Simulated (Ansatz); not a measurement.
# InP: energy over two strains, part 2 of 2

Aim: map the energy of InP (Fm-3m, No. 225; 2 atoms in the cell) over two coordinates, and find its wells, ridges and stiffness.

Ansatz 0.2.0; DFT PBE, scalar-relativistic, plane waves, PAW. The steps go on from the part before.

## Step 6: Grid point (−4.00 %, −4.00 %)

The input, input.yaml:

```yaml
crystal:
  lattice:
    - [0.0, 2.9363700395, 2.659353998]
    - [2.7147572063, 0.0, 2.659353998]
    - [2.7147572063, 2.9363700395, 0.0]
  atoms:
    - { symbol: In, position: [0.0, 0.0, 0.0] }
    - { symbol: P, position: [0.5, 0.5, 0.5] }
basis:
  ecutwfc: 420
kpoints:
  mp_grid: { grid: [18, 18, 18] }
hamiltonian:
  xc: pbe
scf:
  occupations: { method: gaussian, width: 0.15 }
output:
  forces: true
  stress: true
  eigenvalues: true
```

Launch:

```
> ansatz run input.yaml --threads 1 --pin off --max-ram 2048MiB --backend cpu --events-out ev --progress --plain --runs-dir out
```

The log of the run, shortened:

```text
Warning: RAYON_NUM_THREADS=1 ignored (pool sized by the plan → 1); use --threads N
[...]
Pseudopotentials: kind: paw
Pseudopotential: In, paw, valence charge 13, recommended cutoff 420 eV (normal), In.paw.azcp
Pseudopotential: P, paw, valence charge 5, recommended cutoff 420 eV (normal), P.paw.azcp
Functional definition: PBE
[...]
Crystal: 2 atoms, lattice volume = 42.398 Å³
Basis set: ecut = 420 eV, 825 PW (Γ), exchange–correlation on 54×54×54 points (8 copies of the dense FFT grid, shifted against one another)
Bands: 13, of which v1, the nominal top of the filled ones, is band 9 counted from 1 (8 counted from 0)
Symmetry: 8 space group operations
Space group: Fmmm (ITA 69), of the structure as read, at distance tolerance 3.5e-5 Å
k-points: 865 of 5832
[...]
SCF iter   1: F=—  HF=-6353.454360 eV  |F-HF|=—  |Δ(HF+E_count)|=         —  Δρ=2.65e-3  dr2=6.08e-3  ethr=1.77e-3  ⟨swp⟩=5.7  Hψ=69635  notcnv=0
[...]
SCF iter   7: F=-6353.451699 eV  HF=-6353.451700 eV  |F-HF|=4.19e-9  |Δ(HF+E_count)|=   3.81e-8  Δρ=3.70e-6  dr2=5.99e-9  ethr=5.56e-10  ⟨swp⟩=6.6  Hψ=56144  notcnv=0
[...]
SCF converged after 7 iterations
Free energy (F): -6353.451699 eV
[...]
E sigma→0 (E₀):  -6353.445114 eV
Entropy (-TS):   -0.013170 eV (-6.585 meV/atom)
Fermi energy:    9.222103 eV
[...]
--- Forces (eV/Å), atoms counted from 1 ---
  atom   1  In     0.00000000     0.00000000     0.00000000
  atom   2  P      0.00000000     0.00000000    -0.00000000
[...]
--- Stress (GPa, compression-positive) ---
        2.495450       0.000000       0.000000
        0.000000      -4.026568       0.000000
        0.000000       0.000000       5.574192
  P = ⅓ Tr σ = 1.3477 GPa (13.477 kbar)
--- Band table (eV; the first three rows and the last of 865) ---
  k-point 0: bands = ["-5.0754", "-5.0502", "-5.0416", "-5.0050", "-4.9926", "-2.8162", "8.5448", "8.7640", "9.3776", "9.8175", "15.9086", "16.1217", "16.4908"]
[...]
```

It took 14 s on 1 thread of Intel Xeon 6975P-C (Granite Rapids), shared host; peak memory 0.73 GiB.

Energy on the map's scale: 35.3 meV/atom.

## Step 7: Point (−4.00 %, −1.33 %)

input.yaml: that of step 6 with these lines changed.

```diff
@@ -2,5 +2,5 @@
   lattice:
-    - [0.0, 2.9363700395, 2.659353998]
-    - [2.7147572063, 0.0, 2.659353998]
-    - [2.7147572063, 2.9363700395, 0.0]
+    - [0.0, 2.8993883979, 2.7333172811]
+    - [2.6777755648, 0.0, 2.7333172811]
+    - [2.6777755648, 2.8993883979, 0.0]
   atoms:
```

Launch:

```
> ansatz run input.yaml --threads 1 --pin off --max-ram 2048MiB --backend cpu --events-out ev --progress --plain --runs-dir out
```

The log of the run, shortened:

```text
[...]
SCF converged after 7 iterations
Free energy (F): -6353.477132 eV
[...]
E sigma→0 (E₀):  -6353.470390 eV
Entropy (-TS):   -0.013484 eV (-6.742 meV/atom)
Fermi energy:    9.203441 eV
[...]
--- Forces (eV/Å), atoms counted from 1 ---
  atom   1  In     0.00000000     0.00000000    -0.00000000
  atom   2  P      0.00000000     0.00000000     0.00000000
[...]
--- Stress (GPa, compression-positive) ---
        4.453819       0.000000      -0.000000
        0.000000      -3.482656      -0.000000
       -0.000000      -0.000000       1.552620
  P = ⅓ Tr σ = 0.8413 GPa (8.413 kbar)
--- Band table (eV; the first three rows and the last of 865) ---
  k-point 0: bands = ["-5.0651", "-5.0461", "-5.0425", "-5.0123", "-5.0002", "-2.8209", "8.5917", "8.8047", "9.2863", "9.7677", "15.9715", "16.4024", "16.4074"]
[...]
```

It took 14 s on 1 thread of Intel Xeon 6975P-C (Granite Rapids), shared host; peak memory 0.74 GiB.

That is 22.6 meV/atom from the zero.

## Step 8: The run at (−4.00 %, 0.00 %)

input.yaml: that of step 7 with these lines changed.

```diff
@@ -2,5 +2,5 @@
   lattice:
-    - [0.0, 2.8993883979, 2.7333172811]
-    - [2.6777755648, 0.0, 2.7333172811]
-    - [2.6777755648, 2.8993883979, 0.0]
+    - [0.0, 2.8809668312, 2.7701604146]
+    - [2.659353998, 0.0, 2.7701604146]
+    - [2.659353998, 2.8809668312, 0.0]
   atoms:
```

Launch:

```
> ansatz run input.yaml --threads 1 --pin off --max-ram 2048MiB --backend cpu --events-out ev --progress --plain --runs-dir out
```

The log of the run, shortened:

```text
Warning: RAYON_NUM_THREADS=1 ignored (pool sized by the plan → 1); use --threads N
[...]
[... 4 set-up lines as earlier in the session ...]
[...]
Crystal: 2 atoms, lattice volume = 42.447 Å³
Basis set: ecut = 420 eV, 853 PW (Γ), exchange–correlation on 54×54×54 points (8 copies of the dense FFT grid, shifted against one another)
Bands: 13, of which v1, the nominal top of the filled ones, is band 9 counted from 1 (8 counted from 0)
[... 2 set-up lines as earlier in the session ...]
k-points: 865 of 5832
[...]
SCF iter   1: F=—  HF=-6353.478932 eV  |F-HF|=—  |Δ(HF+E_count)|=         —  Δρ=2.68e-3  dr2=6.31e-3  ethr=1.77e-3  ⟨swp⟩=5.7  Hψ=69444  notcnv=0
[...]
SCF iter   7: F=-6353.476221 eV  HF=-6353.476221 eV  |F-HF|=3.33e-9  |Δ(HF+E_count)|=   3.08e-8  Δρ=3.29e-6  dr2=5.12e-9  ethr=5.56e-10  ⟨swp⟩=6.7  Hψ=56183  notcnv=0
[...]
SCF converged after 7 iterations
Free energy (F): -6353.476221 eV
[...]
E sigma→0 (E₀):  -6353.469378 eV
Entropy (-TS):   -0.013686 eV (-6.843 meV/atom)
Fermi energy:    9.197726 eV
[...]
--- Forces (eV/Å), atoms counted from 1 ---
  atom   1  In     0.00000000    -0.00000000     0.00000000
  atom   2  P      0.00000000     0.00000000    -0.00000000
[...]
--- Stress (GPa, compression-positive) ---
        5.555003       0.000000      -0.000000
        0.000000      -3.104119      -0.000000
       -0.000000      -0.000000      -0.000109
  P = ⅓ Tr σ = 0.8169 GPa (8.169 kbar)
--- Band table (eV; the first three rows and the last of 865) ---
  k-point 0: bands = ["-5.0727", "-5.0432", "-5.0366", "-5.0208", "-4.9969", "-2.8198", "8.5130", "8.9298", "9.2431", "9.7630", "16.0179", "16.3100", "16.5564"]
[...]
```

It took 14 s on 1 thread of Intel Xeon 6975P-C (Granite Rapids), shared host; peak memory 0.74 GiB.

On the map this point reads 23.1 meV/atom.

## Step 9: Point (−4.00 %, 2.67 %)

input.yaml: that of step 8 with these lines changed.

```diff
@@ -2,5 +2,5 @@
   lattice:
-    - [0.0, 2.8809668312, 2.7701604146]
-    - [2.659353998, 0.0, 2.7701604146]
-    - [2.659353998, 2.8809668312, 0.0]
+    - [0.0, 2.8439851896, 2.8441236977]
+    - [2.6223723565, 0.0, 2.8441236977]
+    - [2.6223723565, 2.8439851896, 0.0]
   atoms:
```

Launch:

```
> ansatz run input.yaml --threads 1 --pin off --max-ram 2048MiB --backend cpu --events-out ev --progress --plain --runs-dir out
```

The log of the run, shortened:

```text
[...]
SCF converged after 7 iterations
Free energy (F): -6353.452004 eV
[...]
E sigma→0 (E₀):  -6353.445222 eV
Entropy (-TS):   -0.013563 eV (-6.781 meV/atom)
Fermi energy:    9.203626 eV
[...]
--- Forces (eV/Å), atoms counted from 1 ---
  atom   1  In     0.00000000     0.00000000    -0.00000000
  atom   2  P      0.00000000    -0.00000000    -0.00000000
[...]
--- Stress (GPa, compression-positive) ---
        8.001650       0.000000      -0.000000
        0.000000      -2.259867      -0.000000
       -0.000000      -0.000000      -2.263362
  P = ⅓ Tr σ = 1.1595 GPa (11.595 kbar)
--- Band table (eV; the first three rows and the last of 865) ---
  k-point 0: bands = ["-5.0959", "-5.0378", "-5.0377", "-5.0314", "-4.9902", "-2.8117", "8.3717", "9.1658", "9.1662", "9.7931", "16.1395", "16.1398", "16.6996"]
[...]
```

It took 14 s on 1 thread of Intel Xeon 6975P-C (Granite Rapids), shared host; peak memory 0.74 GiB.

On the map this point reads 35.2 meV/atom.

## Step 10: The run at (−4.00 %, −2.67 %)

input.yaml: that of step 9 with these lines changed.

```diff
@@ -2,5 +2,5 @@
   lattice:
-    - [0.0, 2.8439851896, 2.8441236977]
-    - [2.6223723565, 0.0, 2.8441236977]
-    - [2.6223723565, 2.8439851896, 0.0]
+    - [0.0, 2.9179484727, 2.6961971315]
+    - [2.6963356396, 0.0, 2.6961971315]
+    - [2.6963356396, 2.9179484727, 0.0]
   atoms:
```

Launch:

```
> ansatz run input.yaml --threads 1 --pin off --max-ram 2048MiB --backend cpu --events-out ev --progress --plain --runs-dir out
```

The log of the run, shortened:

```text
Warning: RAYON_NUM_THREADS=1 ignored (pool sized by the plan → 1); use --threads N
[...]
[... 4 set-up lines as earlier in the session ...]
[...]
Crystal: 2 atoms, lattice volume = 42.426 Å³
Basis set: ecut = 420 eV, 821 PW (Γ), exchange–correlation on 54×54×54 points (8 copies of the dense FFT grid, shifted against one another)
Bands: 13, of which v1, the nominal top of the filled ones, is band 9 counted from 1 (8 counted from 0)
[... 2 set-up lines as earlier in the session ...]
k-points: 865 of 5832
[...]
SCF iter   1: F=—  HF=-6353.471815 eV  |F-HF|=—  |Δ(HF+E_count)|=         —  Δρ=2.61e-3  dr2=5.96e-3  ethr=1.77e-3  ⟨swp⟩=5.7  Hψ=69497  notcnv=0
[...]
SCF iter   7: F=-6353.469220 eV  HF=-6353.469220 eV  |F-HF|=3.61e-9  |Δ(HF+E_count)|=   3.64e-8  Δρ=3.40e-6  dr2=5.26e-9  ethr=5.56e-10  ⟨swp⟩=6.6  Hψ=56171  notcnv=0
[...]
SCF converged after 7 iterations
Free energy (F): -6353.469220 eV
[...]
E sigma→0 (E₀):  -6353.462585 eV
Entropy (-TS):   -0.013270 eV (-6.635 meV/atom)
Fermi energy:    9.212925 eV
[...]
--- Forces (eV/Å), atoms counted from 1 ---
  atom   1  In     0.00000000     0.00000000     0.00000000
  atom   2  P      0.00000000     0.00000000     0.00000000
[...]
--- Stress (GPa, compression-positive) ---
        3.416707       0.000000      -0.000000
        0.000000      -3.802801      -0.000000
       -0.000000      -0.000000       3.424166
  P = ⅓ Tr σ = 1.0127 GPa (10.127 kbar)
--- Band table (eV; the first three rows and the last of 865) ---
  k-point 0: bands = ["-5.0645", "-5.0490", "-5.0466", "-5.0035", "-5.0034", "-2.8196", "8.6756", "8.6761", "9.3321", "9.7859", "15.9347", "16.2565", "16.5136"]
[...]
```

Wall time 14 s (1 thread of Intel Xeon 6975P-C (Granite Rapids), shared host); peak memory 0.73 GiB.

Energy on the map's scale: 26.6 meV/atom.

## Step 11: The map

28 points were computed, 21 more follow by symmetry. Energies in meV/atom, from the relaxed crystal:

```csv
"strain +e along z and -e/2 along x and y (%) ↓, strain +e along x and -e along y (%) →",−4.00,−2.67,−1.33,0.00,1.33,2.67,4.00
4.00,46.1,29.0,18.8,15.4,18.8,29.0,46.1
2.67,35.2,19.6,10.2,7.1,10.2,19.6,35.2
1.33,27.4,13.3,4.7,1.8,4.7,13.3,27.4
0.00,23.1,10.3,2.6,0.0,2.6,10.3,23.1
−1.33,22.6,11.1,4.2,2.0,4.2,11.1,22.6
−2.67,26.6,16.3,10.2,8.3,10.2,16.3,26.6
−4.00,35.3,26.2,20.9,19.2,20.9,26.2,35.3
```

The pressure (GPa) at each point:

```
strain +e along z and -e/2 along x and y (%) ↓, strain +e along x and -e along y (%) →  −4.00  −2.67  −1.33  0.00  1.33  2.67  4.00
                                                                                  4.00   1.53   1.00   0.68  0.57  0.68  1.00  1.53
                                                                                  2.67   1.16   0.66   0.35  0.25  0.35  0.66  1.16
                                                                                  1.33   0.92   0.44   0.16  0.07  0.16  0.44  0.92
                                                                                  0.00   0.82   0.35   0.09  0.01  0.09  0.35  0.82
                                                                                 −1.33   0.84   0.40   0.15  0.07  0.15  0.40  0.84
                                                                                 −2.67   1.01   0.60   0.35  0.28  0.35  0.60  1.01
                                                                                 −4.00   1.35   0.96   0.72  0.64  0.72  0.96  1.35
```

## Step 12: Results

The summary covers parts 1 to 2.

```
              quantity                                                                            value
          lowest point                                                   (0.00 %, 0.00 %), 0.0 meV/atom
highest computed point                                (−4.00 %, 4.00 %), 46.1 meV/atom above the lowest
        pressure (GPa)  0.01 at (0.00 %, 0.00 %) to 1.53 at (−4.00 %, 4.00 %); 0.01 at the lowest point
   time for all points                                                   6 min on 1 thread, shared host
```

The lowest computed point is at (0.00 %, 0.00 %), which is the relaxed crystal itself. The grid shows no other well, apart from its symmetry copies. The highest computed point, (−4.00 %, 4.00 %), lies 46.1 meV/atom above the lowest. Round the minimum the two coordinates are nearly uncoupled. The curvatures of the interpolated surface at the minimum, over the volume, give stiffnesses of about 220 and 160 GPa for the two patterns (per unit amplitude as drawn, so not the usual moduli); on a grid this wide they are rough.
